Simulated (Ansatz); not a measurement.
Input:

AlSb:
```
AlSb
1.0
    0.00000     3.11257     3.11257
    3.11257     0.00000     3.11257
    3.11257     3.11257     0.00000
Sb Al
1 1
Direct
  0.75000   0.75000   0.75000
  0.00000   0.00000   0.00000
```

This is the PBE-relaxed structure. Cartesian axes are those of the cell as given.

All from DFT-PBE in the program Ansatz with PAW potentials, unless another level is named. Predict the bulk modulus (Birch–Murnaghan fit).

49.3 GPa.

What about the highest zone-centre frequency (without LO–TO term)?

304 cm⁻¹.

Give the piezoelectric stress constants (proper, relaxed ions, C/m²).

e14 = e25 = e36 = 0.14.

Space group F-43m (zinc blende). The PBE relaxation kept the symmetry of its start; of distortions, only those at the zone centre were tested. Scalar-relativistic: spin–orbit coupling is off unless named, which matters more the heavier the elements.

Potentials: the later of the program's two PAW sets.
